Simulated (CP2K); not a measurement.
Runs of CP2K 2026.2 on PbS (Galena). Symmetry: Fm-3m, No. 225, cubic system. Conventional cell: a = 5.931 Å, b = 5.931 Å, c = 5.931 Å, α = 90.00°, β = 90.00°, γ = 90.00°. Pb (site symmetry m-3m) has 6 S at 2.97 Å as nearest neighbours. Around S (site symmetry m-3m) lie 6 Pb at 2.97 Å. 

```tsv
level	cutoff of the non-local correlation (Ry)	cutoff radius of the dispersion sum (A)	gap on the mesh (eV)	pressure (GPa)	relaxed volume (Å³/atom)
PBE+rVV10	300	-	0.29	0.0	(c)
PBE+D4	-	20	(a)	0.0	26.58
PBE+D3	-	20	0.31	0.0	27.04
PBE+D3(BJ)	-	20	0.27	0.0	26.54
PBE	-	-	(b)	0.0	27.52
```

Alike in all rows: task relaxation of cell and atoms; potentials or basis POTENTIAL_UZH Pb GTH-PBE-q4, S GTH-PBE-q6; DZVP-MOLOPT-PBE-GTH basis; no spin polarisation; cell relaxed; k mesh 6 × 6 × 6; smearing fermi-dirac 0.05 eV.

Task: Fill in the values left out.

Result: (a) 0.28; (b) 0.34; (c) 27.29.

Caveats: spin-orbit coupling is left out, which as a rule narrows the gap of such compounds by several tenths of an eV; the basis of atomic orbitals isn't converged, which shifts pressures, moduli and gaps; the real-space grid breaks the cell's symmetry a little.

A k mesh can miss the band edges, and the runs leave out spin-orbit coupling on Pb.
